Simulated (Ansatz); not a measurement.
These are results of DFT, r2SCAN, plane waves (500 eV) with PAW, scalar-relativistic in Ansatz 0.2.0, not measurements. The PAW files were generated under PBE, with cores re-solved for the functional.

An element in the fcc structure gives this curve. The cell is scaled uniformly from the relaxed one, with fractional coordinates and shape fixed. Energies are extrapolated to zero smearing, pressures are those at the given smearing. Magnetic state: spin not included.

| V (Å³/atom) | E − E₀ (meV/atom) | P (GPa) |
| --- | --- | --- |
| 17.990 | 75.5 | 11.62 |
| 18.808 | 29.9 | 6.81 |
| 19.626 | 6.2 | 2.97 |
| 20.444 | 0.0 | -0.12 |
| 21.261 | 8.0 | -2.59 |
| 22.079 | 27.3 | -4.57 |
| 22.897 | 55.6 | -6.15 |

(1) Which element is it?
A. selenium
B. cadmium
C. arsenic
D. germanium

Results:

(1) A. Its fit is V₀ = 20.36 Å³/atom, B₀ = 70 GPa, B₀′ = 4.4.
